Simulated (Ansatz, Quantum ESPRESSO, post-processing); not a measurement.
# blue phosphorene, layer by layer, part 2 of 2

What does each added layer of blue phosphorene bring in screening, and what does it do to the gap?

Quantum ESPRESSO 7.5; plane-wave DFT, PBE, PseudoDojo norm-conserving pseudopotentials; geometry by Ansatz 0.2.0 with PAW datasets.

So far. Step 13 (Electrostatic potential, 2 layers): The slope in the vacuum is 0.100 eV/Å for an applied 0.10 V/Å, as it should be. Step 14 (Bands along a path, 2 layers: no field): Along this path the valence top lies between K and Γ and the conduction bottom between Γ and M.

## Step 16: Relaxation with Ansatz, 3 layers

Level of this step: plane-wave DFT, PBE-D3(BJ), Ansatz PAW (Ansatz 0.2.0).

System of this step: blue phosphorene, 3 layers, AA' stacking. The cell holds 6 atoms: 6 P. Cell: a = 3.280 Å, b = 3.280 Å, c = 27.320 Å, α = 90.0°, β = 90.0°, γ = 120.0°. It derives from P. Vacuum lies along c.

input.yaml reads:

```yaml
crystal:
  lattice:
    - [3.28, 0.0, 0.0]
    - [-1.64, 2.8405633244, 0.0]
    - [0.0, 0.0, 27.32]
  atoms:
    - { symbol: P, position: [0.6666666667, 0.3333333333, 0.3111273792] }
    - { symbol: P, position: [0.3333333333, 0.6666666667, 0.3565153734] }
    - { symbol: P, position: [0.3333333333, 0.6666666667, 0.4773060029] }
    - { symbol: P, position: [0.6666666667, 0.3333333333, 0.5226939971] }
    - { symbol: P, position: [0.6666666667, 0.3333333333, 0.6434846266] }
    - { symbol: P, position: [0.3333333333, 0.6666666667, 0.6888726208] }
kpoints:
  mp_grid: { grid: [12, 12, 1] }
hamiltonian:
  xc: pbe
  dispersion: d3bj
scf:
  occupations: { method: fermi_dirac, width: 0.05 }
  convergence: { dr2_threshold: 1.0e-08 }
efield:
  axis: 3
  dipole_correction: true
  ramp_position: 0.97
  ramp_width: 0.04
relax:
  f_tol: 0.01
  cell: { fix: [c, alpha, beta] }
output:
  write_potential: true
  write_density: true
  volumetric_format: npy
```

Command:

```
ansatz run input.yaml --threads 2 --pin off --max-ram 4096MiB --backend cpu --events-out ev --progress --plain --runs-dir out
```

Wall time 61 s (2 threads of Arm Neoverse N1, shared host); peak memory 0.45 GiB.

Step by step:

```tsv
step	energy less that of the first step (eV)	largest force component (eV/Å)	pressure (GPa)	volume (Å³)
1	0.0000	0.3077	0.06	254.54
2	-0.1169	0.1638	0.11	251.87
3	-0.1681	0.1431	0.20	248.92
4	-0.1834	0.0287	0.06	249.88
5	-0.1851	0.0096	0.02	249.64
6	-0.1853	0.0041	0.00	249.77
7*	-0.1851	0.0041	-0.01	249.77
```

Relaxation steps marked * repeat the geometry before them on a plane-wave basis chosen anew for their cell, so energy and pressure can jump there.

```tsv
cell as run	before	after	change
a (Å)	3.280	3.249	-0.9 %
b (Å)	3.280	3.249	-0.9 %
```

The atoms that moved most (Å, along periodic axes as changes of fractional coordinates times the final cell, across vacuum about the mean position):

```tsv
atom	dx	dy	dz	length
P6	0.000	0.000	0.619	0.619
P1	0.000	0.000	-0.619	0.619
P5	0.000	0.000	0.613	0.613
P2	0.000	0.000	-0.613	0.613
```

Final coordinates:

```cif
data_structure
_symmetry_space_group_name_H-M 'P 1'
_symmetry_Int_Tables_number 1
_cell_length_a 3.2491
_cell_length_b 3.2491
_cell_length_c 27.3200
_cell_angle_alpha 90.000
_cell_angle_beta 90.000
_cell_angle_gamma 120.000
_cell_volume 249.77
loop_
_atom_site_label
_atom_site_type_symbol
_atom_site_fract_x
_atom_site_fract_y
_atom_site_fract_z
_atom_site_occupancy
P1 P 0.66667 0.33333 0.28846 1
P2 P 0.33333 0.66667 0.33409 1
P3 P 0.33333 0.66667 0.47718 1
P4 P 0.66667 0.33333 0.52282 1
P5 P 0.66667 0.33333 0.66591 1
P6 P 0.33333 0.66667 0.71154 1
```

Read from the output:

```
free energy                                                      : -4535.4605 eV
Fermi energy                                                     : 0.6486 eV
gap by band count                                                : 1.285 eV
dipole along the normal                                          : -7.51e-6 e·Å
vacuum level at the upper face over a Fermi level inside the gap : 5.046 eV
vacuum level at the lower face over a Fermi level inside the gap : 5.046 eV
```

## Step 17: Ground state, 3 layers: no field

Level of this step: plane-wave DFT, PBE, PseudoDojo norm-conserving pseudopotentials (Quantum ESPRESSO 7.5).

n3.f0.in reads:

```
&control
  prefix = 'n3.f0'
  outdir = './out'
  pseudo_dir = './pseudo'
  calculation = 'scf'
  tprnfor = .true.
  tefield = .true.
  dipfield = .true.
/
&system
  ibrav = 0
  nat = 6
  ntyp = 1
  ecutwfc = 36
  ecutrho = 144
  occupations = 'smearing'
  smearing = 'fd'
  degauss = 0.004
  edir = 3
  emaxpos = 0.97
  eopreg = 0.04
  eamp = 0.0
  nbnd = 19
/
&electrons
  conv_thr = 1e-09
  mixing_beta = 0.4
  electron_maxstep = 120
  mixing_mode = 'plain'
/
ATOMIC_SPECIES
  P   30.9738  P.dojo-sr-pbe-0.4.1-standard.upf
CELL_PARAMETERS angstrom
  3.24909236578115 -0.00000000000000 0.00000000000000
  -1.62454618289057 2.81379652800856 -0.00000000000000
  0.00000000000000 -0.00000000000000 27.32000000000000
ATOMIC_POSITIONS crystal
  P   0.666666666667 0.333333333333 0.288462011235
  P   0.333333333333 0.666666666667 0.334087183883
  P   0.333333333333 0.666666666667 0.477184417419
  P   0.666666666667 0.333333333333 0.522815351933
  P   0.666666666667 0.333333333333 0.665912934089
  P   0.333333333333 0.666666666667 0.711538101442
K_POINTS automatic
  12 12 1 0 0 0
```

Command:

```
OMP_NUM_THREADS=1 mpirun -n 2 pw.x -nk 2 -in n3.f0.in > n3.f0.out
```

Elapsed: 3 min, on 2 MPI ranks; peak memory 0.31 GiB.

Numbers from this step:

| Item | Value |
| --- | --- |
| free energy | -1130.4301 eV |
| Fermi energy | 0.6473 eV |
| dipole along the normal | 0 e·Å |
| valence top, on the run's zero | -0.02466 eV |
| conduction bottom, on the run's zero | 1.264 eV |
| gap by band count | 1.288 eV |

## Step 18: Potential by pp.x, 3 layers

n3.f0.pot.in reads:

```
&inputpp
  prefix = 'n3.f0'
  outdir = './out'
  filplot = 'n3.f0.pot.dat'
  plot_num = 11
/
```

Command:

```
OMP_NUM_THREADS=1 mpirun -n 2 pp.x -in n3.f0.pot.in > n3.f0.pot.out
```

Elapsed: 0.82 s, on 2 MPI ranks; peak memory 0.1 GiB; 1.5 s of CPU time.

This step gave:

| Item | Value |
| --- | --- |
| slope of the potential above | 8.77e-5 eV/Å |
| upper vacuum line continued to the top atoms, over the valence top | 5.709 eV |
| slope of the potential below | -5.75e-5 eV/Å |
| lower vacuum line continued to the bottom atoms, over the valence top | 5.709 eV |
| vacuum level at the upper face over the valence top of the mesh | 5.709 eV |
| vacuum level at the lower face over the valence top of the mesh | 5.709 eV |

## Step 19: Ground state, 3 layers: field 0.1 V/Å

n3.f1.in is the input of step 17 with these lines changed:

```diff
@@ -1,3 +1,3 @@
 &control
-  prefix = 'n3.f0'
+  prefix = 'n3.f1'
   outdir = './out'
@@ -21,3 +21,3 @@
   eopreg = 0.04
-  eamp = 0.0
+  eamp = 0.00194469
   nbnd = 19
@@ -29,2 +29,3 @@
   mixing_mode = 'plain'
+  startingpot = 'file'
 /
```

Command:

```
cp -r out/n3.f0.save out/n3.f1.save
OMP_NUM_THREADS=1 mpirun -n 2 pw.x -nk 2 -in n3.f1.in > n3.f1.out
```

The job ended after 3.3 min (2 MPI ranks; peak memory 0.3 GiB; 6.6 min of CPU time).

Numbers from this step:

* free energy: -1130.4330 eV
* Fermi energy: 0.6515 eV
* dipole along the normal: 0.05738 e·Å
* valence top, on the run's zero: 0.007262 eV
* conduction bottom, on the run's zero: 1.240 eV
* gap by band count: 1.233 eV

## Step 20: Electrostatic potential, 3 layers

n3.f1.pot.in reads:

```
&inputpp
  prefix = 'n3.f1'
  outdir = './out'
  filplot = 'n3.f1.pot.dat'
  plot_num = 11
/
```

Command:

```
OMP_NUM_THREADS=1 mpirun -n 2 pp.x -in n3.f1.pot.in > n3.f1.pot.out
```

Elapsed: 0.82 s, on 2 MPI ranks; peak memory 0.1 GiB; 1.5 s of CPU time.

Numbers from this step:

- slope of the potential above: 0.1001 eV/Å
- upper vacuum line continued to the top atoms, over the valence top: 5.703 eV
- slope of the potential below: 0.09993 eV/Å
- lower vacuum line continued to the bottom atoms, over the valence top: 5.683 eV

The slope in the vacuum is 0.100 eV/Å for an applied 0.10 V/Å, as it should be.

## Step 21: Bands along a path, 3 layers: no field

n3.f0.bands.in is the input of step 19 with these lines changed:

```diff
@@ -1,7 +1,6 @@
 &control
-  prefix = 'n3.f1'
+  prefix = 'n3.f0.bands'
   outdir = './out'
   pseudo_dir = './pseudo'
-  calculation = 'scf'
-  tprnfor = .true.
+  calculation = 'bands'
   tefield = .true.
@@ -21,3 +20,3 @@
   eopreg = 0.04
-  eamp = 0.00194469
+  eamp = 0.0
   nbnd = 19
@@ -25,7 +24,6 @@
 &electrons
-  conv_thr = 1e-09
+  conv_thr = 1e-07
   mixing_beta = 0.4
   electron_maxstep = 120
-  mixing_mode = 'plain'
-  startingpot = 'file'
+  mixing_mode = 'local-TF'
 /
@@ -44,3 +42,7 @@
   P   0.333333333333 0.666666666667 0.711538101442
-K_POINTS automatic
-  12 12 1 0 0 0
+K_POINTS crystal_b
+4
+  0.0000000000 0.0000000000 0.0000000000 12
+  0.5000000000 0.0000000000 0.0000000000 12
+  0.3333333333 0.3333333333 0.0000000000 12
+  0.0000000000 0.0000000000 0.0000000000 1
```

Command:

```
cp -r out/n3.f0.save out/n3.f0.bands.save
cp out/n3.f0.xml out/n3.f0.bands.xml
OMP_NUM_THREADS=1 mpirun -n 2 pw.x -nk 2 -in n3.f0.bands.in > n3.f0.bands.out
```

It took 75 s on 2 MPI ranks; peak memory 0.14 GiB; 2.5 min of CPU time.

Numbers from this step:

* dipole along the normal: 0 e·Å
* valence top, on the run's zero: -0.01440 eV
* conduction bottom, on the run's zero: 1.256 eV
* gap by band count: 1.270 eV

Band numbers count within the set of bands kept for display. The electronic bands at the labelled points (eV, zero at the highest filled level of the SCF mesh; v1 is the highest filled band, c1 the lowest empty one):

```tsv
point	v4	v3	v2	v1	c1	c2	c3	c4
Γ	-0.48	-0.47	-0.47	-0.24	3.52	3.52	3.55	3.55
halfway	-1.86	-1.05	-0.54	-0.04	1.73	1.85	1.98	4.40
M	-2.69	-2.11	-1.87	-1.65	1.50	1.59	1.66	2.53
halfway	-2.85	-2.03	-1.79	-1.59	2.19	2.48	2.75	3.72
K	-2.21	-2.21	-1.99	-1.99	1.41	1.63	1.84	4.57
halfway	-3.18	-0.95	-0.49	-0.04	2.84	3.08	3.38	3.74
Γ	-0.48	-0.47	-0.47	-0.24	3.52	3.52	3.55	3.55
```

Along this path the valence top lies between K and Γ and the conduction bottom between Γ and M.

## Step 22: Polarisability from the dipole between 0 and 0.1 V/A, 3 layers

This step gave:

| Quantity | Value |
| --- | --- |
| change of slope in the vacuum | 0.09998 eV/Å |
| polarisability a cell | 8.264 Å³ |
| sheet polarisability 4πα/A | 11.36 Å |

Table of change of the potential energy, second field less first by z:

z (Å), change of the potential energy, second field less first (eV) and a bar from the least value:
```
        0     -0.399 #######
        1     -0.698 
        2     -0.598 ##
        3     -0.498 ####
        4     -0.398 #######
        5     -0.299 #########
        6     -0.208 ###########
        7     -0.150 ############
        8     -0.136 ############
        9     -0.136 ############
       10     -0.124 #############
       11     -0.073 ##############
       12     -0.016 ###############
       13     -0.001 ###############
       14      0.000 ###############
       15      0.008 ################
       16      0.053 #################
       17      0.113 ##################
       18      0.134 ##################
       19      0.135 ##################
       20      0.142 ##################
       21      0.183 ###################
       22      0.269 #####################
       23      0.367 #######################
       24      0.466 ##########################
       25      0.566 ############################
       26      0.666 ##############################
       27      0.037 ################
```

## Step 23: The series side by side

All levels:

```tsv
level	sheet polarisability (Å)	gap without a field (eV)	vacuum over the valence top of the mesh (eV)	CPU time (s)
1 layer	3.746	1.935	6.166	134.3
2 layers	7.57	1.503	5.88	397.3
3 layers	11.36	1.27	5.709	754.5
```

## Step 24: Worked from the printed numbers

From 2 to 3 layers, over the growth of the distance between the outermost mean planes: (11.359 − 7.570) Å / 5.146 Å = 0.736 = 1 − 1/ε, so ε = 3.8.

## Step 25: Results

| Item | Value |
| --- | --- |
| 4πα/A of 1 layer | 3.75 Å |
| gap along the path, 1 layer | 1.93 eV |
| Kohn-Sham ionisation potential, 1 layer | 6.17 eV |
| 4πα/A of 2 layers | 7.57 Å |
| gap along the path, 2 layers | 1.50 eV |
| Kohn-Sham ionisation potential, 2 layers | 5.86 eV |
| 4πα/A of 3 layers | 11.36 Å |
| gap along the path, 3 layers | 1.27 eV |
| Kohn-Sham ionisation potential, 3 layers | 5.70 eV |

What this shows: The sheet polarisability 4πα/A grows as 3.75, 7.57 and 11.36 Å for 1, 2 and 3 layers (PBE, PseudoDojo norm-conserving). The last layer adds 5.15 Å between the outermost mean planes and 3.79 Å of 4πα/A; 1 − 1/ε = 0.736 gives ε = 3.8 along the normal for the stacked crystal at this spacing. The gap runs 1.93, 1.50 and 1.27 eV, falling with each layer as bands that reach between the layers split. The single layer was relaxed under plain PBE (a = 3.280 Å), the stacks with a dispersion correction (a = 3.250 Å for two layers), so the first step mixes stacking with a strain of -0.9 %. The nearest atoms of neighbouring layers lie 3.91 Å apart. One stacking was chosen. The ions are clamped in the field. Semilocal gaps are too small and shrink less with thickness than quasiparticle gaps, which also feel the screening by neighbours.

[Logs are printed without paths, hosts, clocks, repeated set-up lines and the standing remarks that a program may print on its own settings, such as how far it seeks lower states.]

[Hosts, paths, dates, database ids (printed as entryN), source tags and the programs' standing remarks are cut or masked in the printed files.]

[Maps of the electrostatic potential energy from Ansatz leave out the sawtooth potential of an applied field or a dipole correction, so their vacuum need not be flat; planar profiles and work functions include it.]
